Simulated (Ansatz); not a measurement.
ZnCu: a fit and a missing row

ZnCu, Pm-3m, a = 2.908 Å. The structure is a COD entry; whether it is the stable form wasn't checked. Ansatz: PBEsol, PAW, 420 eV, Γ-centred 14×14×14 mesh on 2 atoms, Gaussian smearing 0.10 eV; no spin polarisation. Symmetry fixes shape and atoms, so the cell is only scaled; pressure is positive in compression.

```tsv
V (Å³/atom)	P (GPa)
11.557	9.94
11.925	4.54
12.294	0.02
12.663	-3.76
13.032	?
```

**Question.** Take V0 = 12.294 Å³/atom, count pressures from its P0 = 0.02 GPa, fit the third-order Birch–Murnaghan form to the other rows, and predict the missing pressure.

**Answer.** With the Eulerian strain f = ½[(V0/V)^(2/3) − 1] and y = (P − P0)/[3f(1 + 2f)^(5/2)], the form is the line y = B0 + 1.5 B0 (B0′ − 4) f. Rows (f, y): 0.02104, 141.8; 0.01026, 139.6; -0.00976, 135.6. Means f = 0.007180, y = 139.00; Σ(Δf)² = 0.0004885, ΣΔfΔy = 0.09825; the slope is their ratio. y = 137.6 + 201.1 f GPa, so B0 = 137.6 GPa and B0′ = 4 + 2 × (201.1)/(3 × 137.6) = 4.97. At V = 13.032, f = -0.01906, y = 133.77 and P = -6.92 GPa. The run gave -6.92 GPa, the same to the digits shown. The form still works here, 33 % of the fitted range beyond its end.